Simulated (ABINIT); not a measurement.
Here is an ABINIT 10.8.3 (patched build) calculation.

File run.abi:

```
# Pseudopotentials
pp_dirpath "./"
pseudos "In.GGA_PBE-JTH.xml"

# Structure
acell 6.1616964885 6.1616964885 6.1616964885
rprim
    -0.5773502692     0.5773502692     0.5773502692
     0.5773502692    -0.5773502692     0.5773502692
     0.5773502692     0.5773502692    -0.5773502692
ntypat 1
znucl 49
natom 1
typat 1
xred
     0.0000000000     0.0000000000     0.0000000000

# Plane-wave basis
ecut 22.0
pawecutdg 44.0
pawxcdev 0

# k points
kptopt 1
ngkpt 10 10 10
nshiftk 1
shiftk 0.0 0.0 0.0

# Exchange and correlation
ixc 11

# Bands and occupations
nband 11
occopt 5
tsmear 0.00367493

# SCF cycle
nstep 100
tolvrs 1.0e-9

# Output
iomode 3
prtwf 0
prteig 0
prtebands 0
prtden 1
prtvha 1
prtvclmb 1
prtpot 1
```

Potentials or basis: JTH PAW PBE v2.0.

The run is started by

```sh
$ abinit run.abi > log 2>&1
```

Question: What does it give for the pressure?

Answer: 1.5 GPa.

Question: Estimate the band gap on the k mesh.

Answer: None (metal or under the smearing width).
